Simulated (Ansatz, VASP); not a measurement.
Two plane-wave programs on Rh

Contents of INCAR:

```
SYSTEM = Rh
ALGO = Fast
EDIFF = 1E-7
ENCUT = 520
GGA = PE
ISIF = 2
ISMEAR = 0
LASPH = .True.
LCHARG = .False.
LREAL = .False.
LWAVE = .False.
NBANDS = 14
NELM = 60
PREC = Accurate
SIGMA = 0.15
```

File KPOINTS:

```
k-points
0
Gamma
  22 22 22
  0 0 0
```

File POSCAR:

```
Rh
1.0
    0.0000000000      1.9395810000      1.9015500000
    1.9015500000      0.0000000000      1.9015500000
    1.9015500000      1.9395810000      0.0000000000
Rh
1
Direct
    0.0000000000      0.0000000000      0.0000000000
```

Input for Ansatz:

```yaml
crystal:
  lattice:
    - [0.0, 1.939581, 1.90155]
    - [1.90155, 0.0, 1.90155]
    - [1.90155, 1.939581, 0.0]
  atoms:
    - { symbol: Rh, position: [0.0, 0.0, 0.0] }
basis:
  ecutwfc: 420
kpoints:
  mp_grid: { grid: [22, 22, 22] }
hamiltonian:
  xc: pbe
scf:
  occupations: { method: gaussian, width: 0.15 }
output:
  forces: true
  stress: true
  eigenvalues: true
```

Change from the starting cell: strain +0.0200 x Voigt [0, 1, 0, 0, 0, 0], atoms carried along.

Alike in both runs: task single point; functional PBE; k mesh 22 × 22 × 22; occupations gaussian, width 0.15 eV; no spin polarisation.

|  | VASP | Ansatz |
| --- | --- | --- |
| version | VASP 6.6.1 | Ansatz 0.2.0 |
| potentials or method | VASP PAW PBE potentials, release 64 (Rh_pv) | scalar-relativistic, plane waves, PAW |
| plane-wave cutoff (eV) | 520 | 420 |
| valence electrons in the cell | 15 | 17 |

Ansatz gave:

- gap on the k mesh at the Fermi level (eV): none
- pressure (GPa): 0.5
- largest component of the traceless stress (GPa): 3.11

Q: What did VASP give for the same quantities?

A: gap on the k mesh at the Fermi level (eV): none; pressure (GPa): 0.5; largest component of the traceless stress (GPa): 3.10.

A gap of «none» marks a metal or a gap that the smearing closes. The two sets of potentials don't hold the same shells in valence.
